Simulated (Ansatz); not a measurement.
A (001) slab of K (R-3m (No. 166)), 5 planes, outer planes K (top) and K (bottom), with 5 atoms (K5) in a surface cell of A = 19.289 Å², as cut from the bulk:

```
K
1.0
     4.71944    0.00000    0.00000
    -2.35972    4.08716    0.00000
     0.00000    0.00000   30.30870
K
5
Direct
  0.00000 0.00000 0.24745
  0.66667 0.33333 0.37374
  0.33333 0.66667 0.50002
  0.66667 0.33333 0.62626
  0.33333 0.66667 0.75255
```

These are results of Ansatz 0.2.0, DFT PBE, scalar-relativistic, plane waves, PAW, not measurements. Settings: cutoff 420 eV, Γ-centred mesh 9×9×1 on the computed 5-atom cell, Gaussian smearing of 0.10 eV; no spin polarisation.

Against the same 5 atoms in the bulk, the slab as cut lies 0.255 eV higher and the relaxed slab 0.255 eV higher.

Q: Work out the surface energy before and after relaxation.

A: The slab has two faces, so γ = (E_slab − N·E_bulk)/(2A), the mean of both. As cut: 0.255/(2 × 19.289) = 0.0066 eV/Å², and 1 eV/Å² = 16.02 J/m², so γ = 0.11 J/m². Relaxed: 0.255/(2 × 19.289) = 0.0066 eV/Å² = 0.11 J/m². Relaxation recovers 0.0 % of the cost of cutting.

Q: What is the ideal work of this cut, per area?

A: Griffith's ideal work is 2γ: 0.21 J/m², whether the new faces relax or not. One thickness was run, 5 planes, so γ can still shift with it.

The reference crystal is a form of K, which isn't its usual structure.